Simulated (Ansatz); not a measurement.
A run of Ansatz 0.2.0:

Contents of input.yaml:

```yaml
crystal:
  lattice:
    - [2.4719999032, 0.0, 0.0]
    - [-1.2359999516, 2.1408147143, 0.0]
    - [0.0, 0.0, 4.02114408]
  atoms:
    - { symbol: Co, position: [0.6666666667, 0.3333333333, 0.75], spin: 2.0 }
    - { symbol: Co, position: [0.3333333333, 0.6666666667, 0.25], spin: 2.0 }
kpoints:
  mp_grid: { grid: [12, 12, 7] }
scf:
  occupations: { method: gaussian, width: 0.1 }
hamiltonian:
  xc: pbesol
  pseudopotentials: { kind: all_electron, lapw: { basis_error: 0.001 } }
magnetization:
  spin_polarized: true
output:
  forces: true
  stress: true
  eigenvalues: true
```

Potentials or basis: all-electron LAPW, scalar-relativistic.

Command:

```bash
$ ansatz run input.yaml --threads 2 --pin off --max-ram 6144MiB --backend cpu --events-out ev --progress --plain --runs-dir out
```

Hardware: 2 threads of Arm Neoverse V2, with other jobs on the host.

Task: Estimate the wall time of this run.

Result: Wall time 15 s on 2 threads of Arm Neoverse V2 (shared host), peak memory 0.51 GiB. Counts: scf iterations 8, plane waves 287, k points 76, bands 23.
